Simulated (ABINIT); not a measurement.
Crystal: Sn.

```
Sn
1.0
     0.00000    3.23334    3.23334
     3.23334    0.00000    3.23334
     3.23334    3.23334    0.00000
Sn
2
Direct
  0.75000 0.75000 0.75000
  0.50000 0.50000 0.50000
```

This isn't the form of Sn at room conditions, which is tetragonal (white tin).

Base run:

```yaml
Program: ABINIT 10.8.3 (patched build)
Functional: r2SCAN
Potentials_or_basis: PseudoDojo NC SR PBE v0.4.1 standard
Cutoff: 1170 eV
k_mesh: 7 × 7 × 7
Occupations: fermi-dirac, width 0.05 eV
Spin: no spin polarisation
```

Its results: band gap on the k mesh none (metal or under the smearing width); pressure 1.4 GPa.

Question: The run is repeated on the same cell with these changes: potentials or basis from PseudoDojo NC SR PBE v0.4.1 standard to JTH PAW PBE v2.0; cutoff from 1170 eV to 707 eV. What comes out?

Answer: Band gap on the k mesh none (metal or under the smearing width); pressure 2.0 GPa.

Caveats: a meta-GGA on potentials with a model core is unreliable (some runs); the potentials were made for another functional, which shifts forces and pressure (some runs); the PAW data sets were made with another functional, which shifts forces and pressure a little (some runs).
